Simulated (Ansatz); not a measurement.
## Boltzmann transport of In₂O at constant τ

Level of theory: DFT PBEsol, scalar-relativistic, plane waves, PAW in Ansatz 0.2.0. Plane waves to 420 eV; Γ-centred k mesh 12×12×12; Fermi-Dirac smearing of 0.15 eV. No spin polarisation.

Equilibrium structure at this level:
```
In O
1.0
     0.00000    3.12845    3.12845
     3.12845    0.00000    3.12845
     3.12845    3.12845    0.00000
In O
2 1
Cartesian
  1.5642 1.5642 1.5642
  4.6927 4.6927 4.6927
  0.0000 0.0000 0.0000
```

The cell was built by swapping an element in a database structure (itself possibly hypothetical) and relaxing; it need not be the stable form of this composition. In a metal these results depend on the k mesh and the smearing. A semilocal functional can close a gap that the real compound has.

Constant relaxation time and rigid bands. The levels are interpolated over the whole zone and filled by a Fermi function at the stated temperature, with the chemical potential set by the electron count. Seebeck coefficients of a few μV/K are small differences and uncertain even in sign.

(1) Give the Drude plasma energies, the density of states at the chemical potential and σ/τ at 300 K.

(2) And the Seebeck coefficient (μV/K)?

Answers

(1)
- Plasma energy xx, yy, zz: 2.67, 2.67, 2.67 eV
- Density of states (thermally broadened): 1.10 states/eV/cell
- Conductivity over τ, xx, yy, zz: 1.5, 1.5, 1.5 ×10²⁰ (Ω·m·s)⁻¹

(2)
| T (K) | Sxx | Syy | Szz |
| --- | --- | --- | --- |
| 300 | -20.8 | -20.8 | -20.8 |
| 600 | -24.9 | -24.9 | -24.9 |
| 900 | -21.5 | -21.5 | -21.5 |